## Sliding selenium against tungsten

### Question, part 1

A single layer of WSe₂ has a sheet of tungsten atoms between two sheets of selenium. Both selenium sheets are shifted by the same amount in the same direction, rigidly and within the plane of the layer, while the tungsten atoms and the cell are held fixed. Let x be the displacement.

(a) Would you expect a single well or a double well in the energy? Use the fact that the layer has an ordinary in-plane vibration of this pattern, at roughly 250 cm⁻¹ (a rough, recalled value).

(b) Estimate the energy per cell and the restoring force for x = −0.1 Å and x = 0.075 Å. The atomic masses are about 184 u for W and 79 u for Se. A mass of 1 u on a spring of stiffness 1 eV/Å² vibrates at 521.5 cm⁻¹.

### Model answer, part 1

**(a)** A single well, at least for small displacements around x = 0. In the undisturbed layer each selenium atom has three tungsten neighbours arranged symmetrically around it, so their in-plane pulls cancel and x = 0 is a point of balance. Whether the balance is stable depends on the curvature of the energy. A vibration with an ordinary, real frequency needs a force that drives the atoms back, and therefore an energy that curves upwards. In a double well the undisturbed position would be a hilltop, and a small push would grow instead of swinging back.

**(b)** The vibration and the push stretch and compress the same bonds in the same way. The frequency therefore contains the stiffness k that the push has to overcome. For a mass on a spring, the stiffness is the mass times the square of the angular frequency, and only the right mass has to be found.

In the free vibration nothing is clamped. The selenium sheets swing one way and the tungsten sheet recoils the other way, so that the centre of mass stays at rest. Such a motion behaves like that of one body with the reduced mass μ of the two partners, here one W atom and two Se atoms per cell:

μ = 184 × 158 / (184 + 158) ≈ 85 u

The stiffness grows in proportion to the mass and to the square of the wavenumber:

k = 85 × (250 / 521.5)² ≈ 19.5 eV/Å²

The force is −kx. The energy is the work done against a force that grows evenly from zero, which is half the final force times the distance, or ½kx².

For x = −0.1 Å:

- force = 19.5 × 0.1 = 1.95 eV/Å, directed back towards the centre
- energy = ½ × 19.5 × 0.1² ≈ 0.098 eV

For x = 0.075 Å:

- force = −19.5 × 0.075 ≈ −1.46 eV/Å
- energy = ½ × 19.5 × 0.075² ≈ 0.055 eV

### Question, part 2

The same push was calculated with density functional theory. The energy change is counted from the undisturbed cell, and the force is the sum over both selenium atoms along the direction of motion.

Both Se atoms in the cell of a WSe2 layer (a = 3.318 Å, not relaxed at this level) are shifted along Cartesian [1 1 0], with a along x and all else fixed. Ansatz 0.2.0, plane-wave DFT, PBEsol with PAW datasets made for PBE, scalar-relativistic, no spin polarisation, cutoff 420 eV, 9×9×2 k mesh, Gaussian smearing of 0.05 eV. Energies are free energies relative to the undisturbed cell.

```
displacement (Å)  energy change (eV a cell)  force along direction (eV/Å summed over the moved atoms)
            -0.1                      0.090                                                     1.777
           -0.05                      0.023                                                     0.902
               0                      0.000                                                     0.000
           0.025                      0.006                                                    -0.458
           0.075                      0.052                                                    -1.384
```

(c) How accurate is the estimate, and what kind of error does it make?

(d) Is the well symmetric? Explain what you find by the arrangement of the bonds.

(e) Where does the rule stop being valid?

### Model answer, part 2

**(c)** The estimate is too high by 6 to 10 % of the calculated force in all four displaced rows. For the two worked rows the energies are too high by 9 % at −0.1 Å and 6 % at 0.075 Å. No calculated value enters the estimate, but this is a single layer and the remembered frequency is rough, so these figures don't promise the same accuracy elsewhere.

The error has the same sign on both sides of the well. The parabola has nearly the right shape but is somewhat too steep, and a single corrected constant should cure most of the trouble. A least-squares fit of a force proportional to x, using all five rows, gives k = 18.0 eV/Å². The rule then becomes easy to carry in the head: **the energy in eV is about 9 times the square of the displacement in Å**.

With this constant the largest error in energy falls from about 0.008 eV to about 0.001 eV. Both worked rows now belong to the fit, so this is a description of the table and not a test of the rule. The energies were not fitted, but they are no independent witness either, because the force is the slope of the energy. Their agreement shows that the two columns describe the same well.

The fitted stiffness corresponds to a vibration at 240 cm⁻¹, only 4 % below the remembered value. The stiffness contains the square of the wavenumber, which doubles a small relative error. The remembered value is itself rough, and the calculation combined PBEsol with PAW datasets made for PBE. Part of the difference may also come from the size of the cell, which was not relaxed: the stress from the same calculations, which is not in the table, shows that the layer would like to contract. A contracted layer has shorter bonds and would probably be stiffer, which would bring the calculation closer to the estimate, but this was not tested.

**(d)** The well is slightly lopsided. The two end rows can't be compared directly, because they lie at different distances from the centre. Dividing the size of each force by its displacement removes this difference. The result is 17.8 eV/Å² at −0.1 Å and 18.5 eV/Å² at 0.075 Å, and it rises steadily through the two displaced rows between them, so the layer resists a positive push a little more strongly.

The bonds suggest why. Seen from above, each selenium atom has three bonds, 120° apart. In this view a positive displacement points within 15° of one of them, although the bond itself is tilted out of the plane. It shortens that one bond and stretches the other two. A negative displacement stretches that bond and shortens the other two, each by less for the same step. Chemical bonds generally resist compression more strongly than stretching, so the push that concentrates the shortening in one bond should be the harder one, as the numbers have it. The bonds also turn and the angles between them change, which affects the lopsidedness too, and the table doesn't separate these contributions.

In the formula this adds one term to the force, which becomes −kx − cx². The new term keeps its sign when x changes sign, so it strengthens the restoring force on one side and weakens it on the other. Least squares on the five forces gives k = 18.2 eV/Å² and c = 3.9 eV/Å³. At 0.1 Å the extra term is 3.9 × 0.1 / 18.2, or about 2 % of the main one, which is why the simple parabola works so well.

The sideways force offers a second look at the same term. In a perfect parabola with threefold symmetry the restoring force points straight back, whatever the direction of the push. The lopsided term turns it slightly aside, and for a push 15° away from a bond as seen from above, the threefold symmetry makes the sideways part as large as the extra part along the motion. The same calculations also give this sideways force, which the table doesn't list. Divided by x², it is 3.6 eV/Å³ at both ends of the scan, within a tenth of the fitted c. One small term therefore accounts for both effects.

**(e)** The rule has been compared with calculations only up to 0.1 Å. The lopsided part grows in proportion to the displacement when measured against the main part, and further terms come in as the bonds are strongly deformed. At a displacement comparable to a bond length, a parabola would keep rising where real bonds break and new ones form. The rule should not be used to estimate the barrier for moving selenium to another site.

The rule also belongs to one pattern of motion. Here the selenium atoms of every cell move together, and the energy is counted per cell. If a single selenium atom were displaced in an otherwise resting layer, its distances to the neighbouring selenium atoms would change as well, which doesn't happen when they all move together. That is a different deformation with a stiffness of its own.

### Remarks on the reasoning

**The mass needs care.** Since tungsten is held fixed in the calculation, it is tempting to use the mass of the two selenium atoms alone. This makes the stiffness too large by a factor of 1.86. The energy of the push depends only on how far the two kinds of atom are shifted against each other, and masses play no part in it. They enter because the stiffness is being read from a frequency, and in the vibration that supplied this frequency the tungsten atoms did move.

**The vibration must match the push.** A layer has several vibrations, and each tests a different deformation. The one needed here moves both selenium sheets in the same direction within the plane, against the tungsten sheet. A vibration in which the selenium sheets move apart, perpendicular to the layer, would supply the stiffness of another motion, even if its frequency happened to be similar.

**Symmetry protects the centre of the well, not its steepness.** A cell that has not been relaxed might be expected to spoil the estimate by shifting the minimum. In the plane it can't, because the threefold arrangement balances the forces at x = 0 for any size of the layer. The same symmetry makes the main stiffness equal in all directions within the plane, so the rule of 9 times the square holds for small pushes along any of them.

**For a related layer, compare stiffnesses and not frequencies.** Light atoms vibrate faster than heavy ones on the same spring, so a higher frequency alone is no sign of stronger bonds. The reduced mass has to be worked out first and multiplied by the square of the wavenumber. Of two layers with equal reduced masses, the one with the higher wavenumber has the steeper well, and a wavenumber higher by 10 % means an energy higher by about 21 %, since 1.1² = 1.21.
